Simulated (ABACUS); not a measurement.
Runs of ABACUS 3.10.1 on Sb. Symmetry: Pm-3m, No. 221, cubic system. Conventional cell: a = 3.160 Å, b = 3.160 Å, c = 3.160 Å, α = 90.00°, β = 90.00°, γ = 90.00°. Sb (site symmetry m-3m) is surrounded by 6 Sb at 3.16 Å. This isn't the form of Sb at room conditions, which is rhombohedral.

| task | potentials or basis | cell | orbital files | gap on the mesh (eV) | pressure (GPa) | V0 of scaled cells (Å³/atom) | B0 (GPa) |
| --- | --- | --- | --- | --- | --- | --- | --- |
| equation of state | PseudoDojo NC SR 0.4.1 PBE standard, TZDP LCAO (the cutoffs set its grid) | as given | Sb Sb_confined-atom_8au_3s3p3d1f.orb | - | - | (b) | 56 |
| equation of state | PseudoDojo NC SR 0.4.1 PBE standard, DZP LCAO (the cutoffs set its grid) | as given | Sb Sb_confined-atom_8au_2s2p2d.orb | - | - | 30.65 | (a) |
| single point | PseudoDojo NC SR 0.4.1 PBE standard, DZP LCAO (the cutoffs set its grid) | as given | Sb Sb_confined-atom_8au_2s2p2d.orb | none | -1.5 | - | - |
| single point | PseudoDojo NC SR 0.4.1 PBE standard, DZP LCAO (the cutoffs set its grid) | cell strained at random at fixed volume | Sb Sb_confined-atom_8au_2s2p2d.orb | none | -1.6 | - | - |
| single point | PseudoDojo NC SR 0.4.1 PBE standard, TZDP LCAO (the cutoffs set its grid) | as given | Sb Sb_confined-atom_8au_3s3p3d1f.orb | none | -2.0 | - | - |

Alike in all rows: level PBE; no spin polarisation; k mesh 8 × 8 × 8; cutoff (eV) 1361; smearing fermi-dirac 0.05 eV.

Q: Estimate the missing entries.

A: (a) 55; (b) 30.35.

Caveats: the atomic orbitals were generated for these runs and aren't a published set; the basis of atomic orbitals isn't converged, which shifts pressures, moduli and gaps.

A k mesh can miss the band edges, and the runs leave out spin-orbit coupling on Sb.

A gap of «none» marks a metal or a gap under the smearing width.
